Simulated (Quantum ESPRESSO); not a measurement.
Runs of Quantum ESPRESSO 7.5 on P. The typed cell holds 1 atom: a = 5.065 Å, b = 4.159 Å, c = 3.755 Å, α = 93.60°, β = 104.08°, γ = 87.35°. 

```csv
task,level,potentials or basis,cutoff (eV),smearing,SCF threshold,dos occupations,nosym,mixing mode,other keys,gap on the mesh (eV),pressure (GPa)
projected density of states,SOGGA,PseudoDojo 0.5 SR PBE stringent,599,tetrahedra_opt,2e-10 Ry,tetrahedra_opt,-,-,smearing = tetrahedra_opt; width = left out,none,-4.4
single point,PBE,SSSP 1.3 efficiency PBE,748,fermi-dirac 0.05 eV,2e-10 Ry,-,-,-,-,none,-4.1
single point,B86bPBE+D2,PseudoDojo 0.5 SR PBE standard,599,gaussian 0.136 eV,2e-10 Ry,-,-,-,-,none,-4.2
real-space fields,PBEsol+D2,PseudoDojo 0.5 SR PBE standard,599,cold 0.1 eV,1e-06 Ry,-,yes,TF,nosym = yes; conv_thr = 1e-06; mixing_mode = TF,none,(a)
```

Alike in all rows: no spin polarisation; cell as given; k mesh 6 × 7 × 7.

Estimate the missing entries.

(a) -4.6.

Caveats: the potentials were made for another functional, which shifts forces and pressure (some runs); D2 keeps the scale fitted for PBE (some runs); pairwise dispersion overbinds metals, which lowers pressure and volume (some runs); SOGGA exchange is joined with the correlation of PBE here (some runs).

A gap of «none» marks a metal or a gap under the smearing width.
